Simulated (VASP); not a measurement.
# AlP (F-43m) in VASP: further runs, part 2 of 2

VASP 6.6.1.

### Step 6. Band structure, TB-mBJ

POSCAR reads:

```
AlP                                     
1.0
    0.0000000000      2.7357031041      2.7357031041
    2.7357031041      0.0000000000      2.7357031041
    2.7357031041      2.7357031041      0.0000000000
  Al              P             
     1     1
Direct
     0.0000000000000000    0.0000000000000000    0.0000000000000000
     0.2500000000000000    0.2500000000000000    0.2500000000000000
```

INCAR.step1 reads:

```
SYSTEM = AlP
ALGO = Normal
EDIFF = 1E-5
ENCUT = 520
GGA = PE
ISIF = 2
ISMEAR = 0
LASPH = .True.
LCHARG = .False.
LREAL = .False.
LWAVE = .True.
NELM = 80
PREC = Accurate
SIGMA = 0.03
```

INCAR.step2 reads:

```
SYSTEM = AlP
ALGO = Normal
EDIFF = 1E-6
ENCUT = 520
ISIF = 2
ISMEAR = 0
ISTART = 1
LASPH = .True.
LCHARG = .False.
LREAL = .False.
LWAVE = .False.
METAGGA = MBJ
NELM = 80
PREC = Accurate
SIGMA = 0.03
```

KPOINTS reads:

```
k-points
0
Gamma
  8 8 8
  0 0 0
```

KPOINTS_OPT is that of step 5.

Potentials or basis: VASP PAW PBE potentials, release 64 (Al, P).

On the command line:

```bash
cat potpaw_PBE.64/Al/POTCAR potpaw_PBE.64/P/POTCAR > POTCAR
cp INCAR.step1 INCAR
mpirun -np 1 vasp_std > vasp.out
cp INCAR.step2 INCAR
mpirun -np 1 vasp_std > vasp.out
```

OUTCAR:

```text
SYSTEM = AlP
   EDIFF = 1E-6
   ENCUT = 520
   ISIF = 2
   ISMEAR = 0
   ISTART = 1
   LASPH = .True.
   LREAL = .False.
   METAGGA = MBJ
   NELM = 80
   PREC = Accurate

 ion  position               nearest neighbor table
   1  0.000  0.000  0.000-   2 2.37   2 2.37   2 2.37   2 2.37
   2  0.250  0.250  0.250-   1 2.37   1 2.37   1 2.37   1 2.37

  LATTYP: Found a face centered cubic cell.
 ALAT       =     5.4714062082

  Lattice vectors:

[... 452 lines left out ...]

------------------------ aborting loop because EDIFF is reached ----------------------------------------

  FORCE on cell =-STRESS in cart. coord.  units (eV):
  Direction    XX          YY          ZZ          XY          YZ          ZX
  --------------------------------------------------------------------------------------
  -------------------------------------------------------------------------------------
  Total       23.4403860     23.4403860     23.4403860     -0.0000000      0.0000000     -0.0000000
  in kB      917.1459589    917.1459589    917.1459589     -0.0000000      0.0000000     -0.0000000
  external PRESSURE =     917.1459589 kB  Pullay stress =       0.0000000 kB

 VOLUME and BASIS-vectors are now :
 -----------------------------------------------------------------------------
  energy-cutoff  :      520.00
  volume of cell :       40.95
      direct lattice vectors                 reciprocal lattice vectors
     0.000000000  2.735703104  2.735703104    -0.182768371  0.182768371  0.182768371
     2.735703104  0.000000000  2.735703104     0.182768371 -0.182768371  0.182768371
     2.735703104  2.735703104  0.000000000     0.182768371  0.182768371 -0.182768371

 POSITION                                       TOTAL-FORCE (eV/Angst)
 -----------------------------------------------------------------------------------
      0.00000      0.00000      0.00000         0.000000      0.000000      0.000000
      1.36785      1.36785      1.36785        -0.000000     -0.000000     -0.000000
 -----------------------------------------------------------------------------------
    total drift:                               -0.000019     -0.000019     -0.000019

  FREE ENERGIE OF THE ION-ELECTRON SYSTEM (eV)
  ---------------------------------------------------
  free  energy   TOTEN  =        49.1785992695 eV

  energy  without entropy=       49.1785992695  energy(sigma->0) =       49.17859927
```

Run time: 52 s. Hardware: 1 thread of Intel Xeon Platinum 8488C (Sapphire Rapids), shared host; peak memory 0.17 GiB.

Results:

- Band gap on the k mesh: 2.42 eV, indirect (least direct gap 4.21 eV)
- Band gap along the path: 2.42 eV, indirect (least direct gap 4.21 eV)

Levels at the corners of the path, in eV from the valence-band top:
```csv
point,band 1,band 2,band 3,band 4,band 5,band 6,band 7,band 8
Γ,-11.31,0.00,0.00,0.00,4.21,5.21,5.21,5.21
X,-9.06,-5.06,-1.99,-1.99,2.42,3.18,12.06,12.09
X,-9.06,-5.06,-1.99,-1.99,2.42,3.18,12.06,12.06
W,-9.02,-4.69,-2.94,-2.57,4.99,6.62,6.73,7.17
W,-9.02,-4.69,-2.94,-2.57,4.99,6.62,6.73,7.17
K,-9.09,-4.79,-3.15,-1.63,3.22,5.76,9.22,9.35
K,-9.09,-4.79,-3.15,-1.63,3.22,5.76,9.22,9.35
Γ,-11.31,0.00,0.00,0.00,4.21,5.21,5.21,5.21
Γ,-11.31,0.00,0.00,0.00,4.21,5.21,5.21,5.21
L,-9.70,-5.23,-0.73,-0.73,3.56,5.52,5.52,9.24
L,-9.70,-5.23,-0.73,-0.73,3.56,5.52,5.52,9.24
U,-9.09,-4.79,-3.15,-1.63,3.22,5.76,9.22,9.35
U,-9.09,-4.79,-3.15,-1.63,3.22,5.76,9.22,9.35
W,-9.02,-4.69,-2.94,-2.57,4.99,6.62,6.73,7.17
W,-9.02,-4.69,-2.94,-2.57,4.99,6.62,6.73,7.17
L,-9.70,-5.23,-0.73,-0.73,3.56,5.52,5.52,9.24
L,-9.70,-5.23,-0.73,-0.73,3.56,5.52,5.52,9.24
K,-9.09,-4.79,-3.15,-1.63,3.22,5.76,9.22,9.35
U,-9.09,-4.79,-3.15,-1.63,3.22,5.76,9.22,9.35
X,-9.06,-5.06,-1.99,-1.99,2.42,3.18,12.06,12.11
```

Caveat: the PAW data sets were made with another functional, which shifts forces and pressure a little.

### Step 7. Overview

```tsv
level	potentials or basis	grid for exact exchange (PRECFOCK)	screening parameter	exchange at q = 0	gap on the mesh (eV)	pressure (GPa)
HSE06	VASP PAW PBE potentials, release 64 (Al, P)	Fast	0.2 1/A	-	2.30	-0.1
PBE0	VASP PAW PBE potentials, release 64 (Al, P)	Fast	-	truncated	2.95	-0.2
PBE	VASP PAW PBE potentials, release 64 (Al, P)	-	-	-	1.59	1.6
LDA	VASP PAW LDA potentials, release 64 (Al, P)	-	-	-	1.45	-1.7
TB-mBJ	VASP PAW PBE potentials, release 64 (Al, P)	-	-	-	2.42	-
```

Alike in all rows: task band structure; no spin polarisation; cell as given; k mesh 8 × 8 × 8; cutoff (eV) 520; smearing gaussian 0.03 eV.

Caveats: the PAW data sets were made with another functional, which shifts forces and pressure a little (some runs).

Absolute energies hang on the potentials; compare differences alone.

### Step 8. How close it comes

Step 2. A measured gap of AlP is 2.505 eV (indirect; 4.2 K; a printed reference work, data compilation); the calculated 2.30 eV misses it by -0.21 eV. The value is that of HSE06, without temperature or zero-point motion.

Step 3. Measured gap of AlP: 2.505 eV (indirect; 4.2 K; a printed reference work, data compilation). This calculation gives 2.95 eV (+0.45 eV). The value is that of PBE0, without temperature or zero-point motion.

Step 4. Measured gap of AlP: 2.505 eV (indirect; 4.2 K; a printed reference work, data compilation). This calculation gives 1.59 eV (-0.91 eV). The value is that of PBE, without temperature or zero-point motion. Semilocal functionals fall short of measured gaps as a rule.

Step 5. Against the measured gap of AlP, 2.505 eV (indirect; 4.2 K; a printed reference work, data compilation), the calculated 1.45 eV is off by -1.05 eV. The value is that of LDA, without temperature or zero-point motion. Semilocal functionals fall short of measured gaps as a rule.

Step 6. Against the measured gap of AlP, 2.505 eV (indirect; 4.2 K; a printed reference work, data compilation), the calculated 2.42 eV is off by -0.09 eV. The value is that of TB-mBJ, without temperature or zero-point motion.
